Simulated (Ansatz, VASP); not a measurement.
**ZnSe (Stilleite) in VASP and in Ansatz**

The input INCAR:

```
SYSTEM = ZnSe
PREC = Accurate
ENCUT = 520
EDIFF = 1E-7
ISMEAR = -1
SIGMA = 0.05
LREAL = .False.
LASPH = .True.
NELM = 80
ALGO = Normal
ISIF = 2
LWAVE = .False.
LCHARG = .True.
GGA = B5
ALDAX = 1.0
AGGAX = 1.0
AGGAC = 1.0
ALDAC = 0.0
IVDW = 12
VDW_S6 = 1.0
VDW_S8 = 2.6996
VDW_A1 = 0.4298
VDW_A2 = 4.2359
LELF = .True.
LVHAR = .True.
NBANDS = 16
```

KPOINTS

```
regular mesh
0
Gamma
  8 8 8
  0 0 0
```

The input POSCAR:

```
ZnSe
1.0
    0.0000000000      2.8893788162      2.8893788162
    2.8893788162      0.0000000000      2.8893788162
    2.8893788162      2.8893788162      0.0000000000
Se Zn
1 1
Direct
    0.7500000000      0.7500000000      0.7500000000
    0.0000000000      0.0000000000      0.0000000000
```

File input.yaml:

```yaml
crystal:
  lattice:
    - [0.0, 2.8893788162, 2.8893788162]
    - [2.8893788162, 0.0, 2.8893788162]
    - [2.8893788162, 2.8893788162, 0.0]
  atoms:
    - { symbol: Se, position: [0.75, 0.75, 0.75] }
    - { symbol: Zn, position: [0.0, 0.0, 0.0] }
hamiltonian:
  xc: blyp
  pseudopotentials: { kind: paw }
  dispersion: d3bj
kpoints:
  mp_grid: { grid: [8, 8, 8] }
scf:
  occupations: { method: fermi_dirac, width: 0.05 }
output:
  forces: true
  stress: true
  eigenvalues: true
  write_density: true
  write_potential: true
  elf: true
  volumetric_format: npy
```

Alike in both runs: task single point; functional BLYP; dispersion D3(BJ); k mesh 8 × 8 × 8; occupations fermi-dirac, width 0.05 eV; no spin polarisation.

|  | VASP | Ansatz |
| --- | --- | --- |
| version | VASP 6.6.1 | Ansatz 0.2.0 |
| potentials or method | VASP PAW PBE potentials, release 64 (Se, Zn) | Ansatz PAW |
| plane-wave cutoff (eV) | 520 | 420 |
| valence electrons in the cell | 18 | 28 |

```tsv
	VASP	Ansatz	Ansatz less VASP
gap on the k mesh at the Fermi level (eV)	1.03	0.99	-0.037
least direct gap on the mesh (eV)	1.03	0.99	-0.037
pressure (GPa)	-3.2	-3.5	-0.26
dispersion energy (meV/atom)	-668.9	-669.0	-0.07
```

The two sets of potentials don't hold the same shells in valence.

Caveats: the PAW data sets were made with another functional, which shifts forces and pressure a little (VASP); the PAW data sets come from PBE, with cores solved anew for the run's functional, which leaves a small shift of forces and pressure (Ansatz). A hybrid or GW would open this gap; BLYP tends to underestimate it.
